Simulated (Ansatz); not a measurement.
A run of Ansatz 0.2.0 is set up as follows.

File input.yaml:

```yaml
crystal:
  lattice: { a: 3.453078, b: 3.551094, c: 4.676684, alpha: 90.0, beta: 90.0, gamma: 90.0 }
  space_group: 71
  setting: { hermann_mauguin: Immm }
  reduce_to_primitive: true
  atoms:
    - { symbol: Sn, wyckoff: "2a", position: [0.0, 0.0, 0.0] }
hamiltonian:
  xc: r2scan
  pseudopotentials: { kind: paw_fr }
magnetization:
  noncollinear: true
  spin_orbit: true
kpoints:
  mp_grid: { grid: [11, 11, 11] }
scf:
  occupations: { method: gaussian, width: 0.025 }
output:
  forces: true
  stress: true
  eigenvalues: true
```

Potentials or basis: Ansatz PAW.

Run with:

```sh
$ ansatz run input.yaml --threads 1 --pin off --max-ram 2560MiB --backend cpu --events-out ev --progress --plain --runs-dir out
```

(1) What does it give for the pressure?

(2) Predict the band gap on the k mesh.

## Answers

(1) -2.2 GPa.

(2) none (metal or under the smearing width).

Caveat: the PAW data sets come from PBE, with cores solved anew for the run's functional, which leaves a small shift of forces and pressure.
